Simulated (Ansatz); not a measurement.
**Crystal structures of iridium under RPBE**

Level of theory: DFT, RPBE, plane waves (420 eV) with PAW, scalar-relativistic (Ansatz 0.2.0). (PAW data from PBE, frozen cores regenerated.)

Each structure is relaxed within its own symmetry, so a high-lying one may be dynamically unstable.

```csv
structure,ΔE (meV/atom),V (Å³/atom),cell,magnetic state
fcc,0,14.68,a = 3.887 Å,non-magnetic
dhcp,37,14.72,"a = 2.750 Å, c = 8.985 Å (c/a = 3.267)",spin not included
hcp,77,14.76,"a = 2.760 Å, c = 4.475 Å (c/a = 1.622)",spin not included
omega (AlB2-type),327,15.16,"a = 4.397 Å, c = 2.717 Å (c/a = 0.618)",spin not included
A15,505,15.32,a = 4.967 Å,spin not included
bcc,627,15.26,a = 3.125 Å,spin not included
diamond,939,21.95,a = 5.600 Å,spin not included
simple cubic,974,17.28,a = 2.585 Å,spin not included
```

ΔE counts from fcc.

Differences under about 8 meV lie within the error of the k-point mesh.
